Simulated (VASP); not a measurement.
# As (P-1) in VASP: notebook, part 2 of 3

VASP 6.6.1.

## (4) Relaxation of cell and atoms, BLYP+D3(BJ) (all atoms moved at random)

Contents of INCAR:

```
SYSTEM = As
PREC = Accurate
ENCUT = 600
EDIFF = 1E-6
ISMEAR = -1
SIGMA = 0.05
LREAL = .FALSE.
LASPH = .TRUE.
NELM = 100
ALGO = Normal
ISIF = 3
LWAVE = .FALSE.
LCHARG = .FALSE.
GGA = B5
ALDAX = 1.0
AGGAX = 1.0
AGGAC = 1.0
ALDAC = 0.0
IVDW = 12
VDW_S6 = 1.0
VDW_S8 = 2.6996
VDW_A1 = 0.4298
VDW_A2 = 4.2359
IBRION = 2
NSW = 60
EDIFFG = -0.005
```

Contents of KPOINTS:

```
regular mesh
0
G
  9 9 9
  0 0 0
```

Contents of POSCAR:

```
As
1.0
   -2.7036817400      0.0000000000     -2.7036817400
    0.0000000000     -2.7036817400     -2.7036817400
   -2.7036817400     -2.7036817400      0.0000000000
As
2
Direct
    0.2763515400      0.2271399200      0.2568997100
    0.7236484600      0.7728600800      0.7431002900
```

Potentials or basis: VASP PAW PBE potentials, release 64 (As).

Launch:

```sh
$ cat potpaw_PBE.64/As/POTCAR > POTCAR
$ mpirun -np 1 vasp_std > vasp.out
```

OUTCAR:

```text
SYSTEM = As
   PREC = Accurate
   ENCUT = 600
   EDIFF = 1E-6
   ISMEAR = -1
   LREAL = .FALSE.
   LASPH = .TRUE.
   NELM = 100
   ISIF = 3
   GGA = B5
   IVDW = 12
   IBRION = 2
   NSW = 60
   EDIFFG = -0.005
 IVDW          = 12

 ion  position               nearest neighbor table
   1  0.276  0.227  0.257-   2 2.53   2 2.62   2 2.69   2 2.73   2 2.80   2 2.88
   2  0.724  0.773  0.743-   1 2.53   1 2.62   1 2.69   1 2.73   1 2.80   1 2.88

  LATTYP: Found a face centered cubic cell.
 ALAT       =     5.4073634800

  Lattice vectors:

 A1 = (  -2.7036817400,   0.0000000000,  -2.7036817400)
 A2 = (   0.0000000000,  -2.7036817400,  -2.7036817400)
 A3 = (  -2.7036817400,  -2.7036817400,   0.0000000000)

Analysis of symmetry for initial positions (statically):
=====================================================================
 Subroutine PRICEL returns:
 Original cell was already a primitive cell.

 Routine SETGRP: Setting up the symmetry group for a
 face centered cubic supercell.

 Subroutine GETGRP returns: Found  2 space group operations
 (whereof  2 operations were pure point group operations)
 out of a pool of 48 trial point group operations.

The static configuration has the point symmetry S_2 .

Analysis of symmetry for dynamics (positions and initial velocities):
=====================================================================
 Subroutine PRICEL returns:
 Original cell was already a primitive cell.

 Routine SETGRP: Setting up the symmetry group for a
 face centered cubic supercell.

 Subroutine GETGRP returns: Found  2 space group operations
 (whereof  2 operations were pure point group operations)
 out of a pool of 48 trial point group operations.

The dynamic configuration has the point symmetry S_2 .

 Subroutine INISYM returns: Found  2 space group operations
 (whereof  2 operations are pure point group operations),
 and found     1 'primitive' translations

----------------------------------------------------------------------------------------

                                     Primitive cell

  volume of cell :      39.5273

  direct lattice vectors                    reciprocal lattice vectors
    -2.703681740  0.000000000 -2.703681740    -0.184933009  0.184933009 -0.184933009
     0.000000000 -2.703681740 -2.703681740     0.184933009 -0.184933009 -0.184933009
    -2.703681740 -2.703681740  0.000000000    -0.184933009 -0.184933009  0.184933009

  length of vectors
     3.823583385  3.823583385  3.823583385     0.320313368  0.320313368  0.320313368

  position of ions in fractional coordinates (direct lattice)
     0.276351540  0.227139920  0.256899710
     0.723648460  0.772860080  0.743100290

  ion indices of the primitive-cell ions
   primitive index   ion index
                 1           1
                 2           2

----------------------------------------------------------------------------------------

 KPOINTS: regular mesh

Automatic generation of k-mesh.
 Grid dimensions read from file:
 generate k-points for:    9    9    9

 Generating k-lattice:

  Cartesian coordinates                     Fractional coordinates (reciprocal lattice)
    -0.020548112  0.020548112 -0.020548112     0.111111111  0.000000000  0.000000000
     0.020548112 -0.020548112 -0.020548112     0.000000000  0.111111111  0.000000000
    -0.020548112 -0.020548112  0.020548112     0.000000000  0.000000000  0.111111111

  Length of vectors
     0.035590374  0.035590374  0.035590374

  Shift w.r.t. Gamma in fractional coordinates (k-lattice)
     0.000000000  0.000000000  0.000000000

 Subroutine IBZKPT returns following result:
 ===========================================

 Found    365 irreducible k-points:

 Following reciprocal coordinates:
            Coordinates               Weight
  0.000000  0.000000  0.000000      1.000000
  0.111111  0.000000  0.000000      2.000000
  0.000000  0.111111  0.000000      2.000000
  0.000000  0.000000  0.111111      2.000000
  0.111111  0.111111  0.111111      2.000000
  0.222222  0.000000  0.000000      2.000000
[... 16 lines left out ...]
  0.111111  0.000000  0.222222      2.000000
  0.111111  0.111111 -0.111111      2.000000
 [... further k-points ...]
   k-points           NKPTS =    365   k-points in BZ     NKDIM =    365   number of bands    NBANDS=      9
   number of dos      NEDOS =    301   number of ions     NIONS =      2
   total plane-waves  NPLWV =  32768
   dimension x,y,z NGX =    32 NGY =   32 NGZ =   32
   dimension x,y,z NGXF=    64 NGYF=   64 NGZF=   64
   ions per type =               2
   NGX,Y,Z   is equivalent  to a cutoff of  13.91, 13.91, 13.91 a.u.
   NGXF,Y,Z  is equivalent  to a cutoff of  27.83, 27.83, 27.83 a.u.
 SYSTEM =  As
   PREC   = accura    normal or accurate (medium, high low for compatibility)
   ISTART =      0    job   : 0-new  1-cont  2-samecut
   ICHARG =      2    charge: 1-file 2-atom 10-const
   ISPIN  =      1    spin polarized calculation?
   LNONCOLLINEAR =      F non collinear calculations
   LSORBIT =      F    spin-orbit coupling
   LASPH  =      T    aspherical Exc in radial PAW
   ENCUT  =  600.0 eV  44.10 Ry    6.64 a.u.   7.64  7.64  7.64*2*pi/ulx,y,z
   NELM   =    100;   NELMIN=  2; NELMDL= -5     # of ELM steps
   EDIFF  = 0.1E-05   stopping-criterion for ELM
   LREAL  =      F    real-space projection
   EDIFFG = -.5E-02   stopping-criterion for IOM
   NSW    =     60    number of steps for IOM
   IBRION =      2    ionic relax: 0-MD 1-quasi-New 2-CG
   NFREE  =      1    steps in history (QN), initial steepest desc. (CG)
   ISIF   =      3    stress and relaxation
   ISYM   =      2    0-nonsym 1-usesym 2-fastsym
   POTIM  = 0.5000    time-step for ionic-motion
   TEBEG  =    0.0;   TEEND  =   0.0 temperature during run
   PSTRESS=    0.0 pullay stress
   NELECT =      10.0000    total number of electrons
   NUPDOWN=      -1.0000    fix difference up-down
   EMIN   =  10.00;   EMAX   =-10.00  energy-range for DOS
   EFERMI =   0.00;   METHOD = LEGACY
   ISMEAR =    -1;   SIGMA  =   0.05  broadening in eV -4-tet -1-fermi 0-gaus
   EFERMI_NEDOS =   21; number of points for ismear=-14 and -15
   IALGO  =     38    algorithm
   IMIX   =      4    mixing-type and parameters
     AMIX     =   0.40;   BMIX     =  1.00
     AMIX_MAG =   1.60;   BMIX_MAG =  1.00
  volume/ion in A,a.u.               =      19.76       133.37
  Fermi-wavevector in a.u.,A,eV,Ry     =   1.035403  1.956627 14.586243  1.072059
  Thomas-Fermi vector in A             =   2.169744
   LORBIT       =      0    0 simple, 1 ext, 2 COOP (PROOUT), +10 PAW based schemes
   GGA     = B5    functional components
   LHFCALC =     F    Hartree Fock is set to
   AEXX    =    0.0000 exact exchange contribution
   IVDW    =    12    specifies the selected vdW correction
   LEPSILON=     F    determine dielectric tensor
   LRPA    =     F    only Hartree local field effects (RPA)
 conjugate gradient relaxation of ions
 non-spin polarized calculation
  energy-cutoff  :      600.00
  volume of cell :       39.53
 maximum number of plane-waves:      1363
   NGX = 15   NGY = 15   NGZ = 15

--------------------------------------- Ionic step        1  -------------------------------------------

 number of electron      10.0000000 magnetization

 number of electron       9.9999999 magnetization

 Free energy of the ion-electron system (eV)
  ---------------------------------------------------
  ext. energy  EPLUGINS =         0.00000000
  ---------------------------------------------------
  free energy    TOTEN  =        -7.55745922 eV

  energy without entropy =       -7.55361513  energy(sigma->0) =       -7.55553718

------------------------ aborting loop because EDIFF is reached ----------------------------------------

 Edisp (eV)   -2.06826

 E8    (eV) :    -1.5008
[... 105 lines left out ...]
  FREE ENERGIE OF THE ION-ELECTRON SYSTEM (eV)
  ---------------------------------------------------
  free  energy   TOTEN  =        -9.6736170861 eV

  energy  without entropy=       -9.6720512986  energy(sigma->0) =       -9.67283419

[... ionic steps 4 to 28 ...]

--------------------------------------- Ionic step       29  -------------------------------------------

 number of electron      10.0000000 magnetization

------------------------ aborting loop because EDIFF is reached ----------------------------------------
[... 75 lines left out ...]
--------------------------------------- Ionic step       31  -------------------------------------------

 number of electron      10.0000000 magnetization

 Free energy of the ion-electron system (eV)
  ---------------------------------------------------
  ext. energy  EPLUGINS =         0.00000000
  ---------------------------------------------------
  free energy    TOTEN  =        -7.86409719 eV

  energy without entropy =       -7.86292997  energy(sigma->0) =       -7.86351358

 E-fermi :   5.8165     XC(G=0):  -9.3020

 val. band max:        5.7455870728   @ k =  -0.4444  -0.1111  -0.1111
 cond. band min:       5.8650433224   @ k =   0.0000   0.4444   0.0000
 fundamental gap:      0.1194562496
 Fermi energy:         5.8164506148

 k-point     1 :       0.0000    0.0000    0.0000
  band No.  band energies     occupation
      1      -9.0488      2.00000
      2      -0.1032      2.00000
      3       3.4758      2.00000
      4       3.7916      2.00000
      5       3.7943      2.00000
      6       7.8244      0.00000
      7       8.8160      0.00000
      8       8.8187      0.00000
      9      12.6694      0.00000
[... 265 lines left out ...]
 k-point    24 :       0.1111    0.1111   -0.1111
  band No.  band energies     occupation
      1      -8.4950      2.00000
      2      -1.6756      2.00000
      3       2.7441      2.00000
      4       3.1637      2.00000
      5       4.9584      2.00000
      6       6.8516      0.00000
      7       8.4314      0.00000
      8       8.9754      0.00000
      9      11.3880      0.00000

 [... further k-points ...]

------------------------ aborting loop because EDIFF is reached ----------------------------------------

 Edisp (eV)   -1.88875

 E8    (eV) :    -1.3710
[... 25 lines left out ...]
  FREE ENERGIE OF THE ION-ELECTRON SYSTEM (eV)
  ---------------------------------------------------
  free  energy   TOTEN  =        -9.7528489296 eV

  energy  without entropy=       -9.7516817084  energy(sigma->0) =       -9.75226532

 reached required accuracy - stopping structural energy minimisation
```

OSZICAR:

```text
N       E                     dE             d eps       ncg     rms          rms(c)
DAV:   1     0.360891156617E+02    0.36089E+02   -0.48369E+03  6570   0.105E+03
DAV:   2    -0.619353550903E+01   -0.42283E+02   -0.41116E+02  9994   0.132E+02
[... 208 lines left out ...]
DAV:   4    -0.786490520175E+01   -0.32638E-08   -0.66999E-07  3487   0.663E-03
  30 F= -.97528455E+01 E0= -.97522627E+01  d E =-.575626E-05
       N       E                     dE             d eps       ncg     rms          rms(c)
DAV:   1    -0.786410050083E+01    0.80470E-03   -0.37529E-04  6824   0.117E-01    0.963E-03
DAV:   2    -0.786409848455E+01    0.20163E-05   -0.12028E-05  7077   0.254E-02    0.615E-03
DAV:   3    -0.786409716782E+01    0.13167E-05   -0.37183E-06  6632   0.119E-02    0.100E-03
DAV:   4    -0.786409718916E+01   -0.21338E-07   -0.92070E-08  3291   0.245E-03
  31 F= -.97528489E+01 E0= -.97522653E+01  d E =-.918033E-05
```

Wall time 24 min (1 thread of Intel Xeon Platinum 8259CL at 2.50GHz (Skylake/Cascade Lake), shared host); peak memory 0.33 GiB.

Results:

- Free energy: -9.7528 eV
- Relaxed volume: 21.59 Å³/atom
- Relaxed cell: a = 4.082 Å, b = 3.809 Å, c = 3.809 Å, α = 59.98°, β = 62.16°, γ = 62.16°
- Space group after relaxing (to 0.05 Å): R-3m (No. 166)
- Energy gained by relaxing: 63.6 meV/atom
- Ionic steps: 31
- Pressure after relaxing: 0.0 GPa
- Largest force after relaxing: 0.005 eV/Å
- Band gap on the k mesh: 0.12 eV, indirect (least direct gap 0.61 eV)
- Dispersion energy per atom: -0.944 eV

Forces on the atoms (eV/Å):
```
As  -0.002  0.004 -0.002
As   0.002 -0.004  0.002
```

Step by step:
```csv
step,energy change (eV),largest force (eV/Å),pressure (GPa),volume (Å³)
1,0.0000,0.4804,2.86,39.53
2,-0.0424,0.5332,-0.68,41.58
3,-0.0479,0.5389,-2.17,42.62
4,-0.0788,0.3194,-1.38,42.72
5,-0.0917,0.2153,-0.38,42.80
6,-0.0919,0.2415,-0.23,42.81
7,-0.0984,0.1575,0.14,42.68
8,-0.0999,0.0966,0.47,42.57
9,-0.1049,0.0959,0.08,42.83
10,-0.1063,0.1278,-0.21,43.03
11,-0.1082,0.1074,0.15,42.94
12,-0.1090,0.1485,0.52,42.85
13,-0.1101,0.1559,0.47,42.91
14,-0.1128,0.1780,0.40,43.06
15,-0.1141,0.2613,0.41,43.37
16,-0.1167,0.2112,0.00,43.63
17,-0.1180,0.1517,-0.54,44.00
18,-0.1211,0.1273,-0.36,43.84
19,-0.1234,0.0986,0.03,43.53
20,-0.1249,0.0551,0.02,43.45
21,-0.1255,0.0464,0.03,43.36
22,-0.1264,0.0216,-0.02,43.34
23,-0.1267,0.0173,-0.06,43.33
24,-0.1269,0.0228,-0.01,43.27
25,-0.1270,0.0291,0.03,43.22
26,-0.1271,0.0121,-0.03,43.20
27,-0.1271,0.0122,-0.02,43.21
28,-0.1271,0.0072,0.01,43.18
29,-0.1271,0.0035,0.05,43.16
30,-0.1271,0.0070,-0.04,43.21
31,-0.1271,0.0047,0.00,43.19
```

Final structure:
```
As
1.0
    -2.87886    0.18616   -2.88793
     0.00113   -2.69714   -2.68952
    -2.69569   -2.69138   -0.00078
As
2
Direct
  0.31265 0.22922 0.22917
  0.68735 0.77078 0.77083
```

Caveat: the PAW data sets were made with another functional, which shifts forces and pressure a little; an odd mesh through Γ misses points on the zone boundary, where band edges often lie.

(Continued in part 3 of 3.)
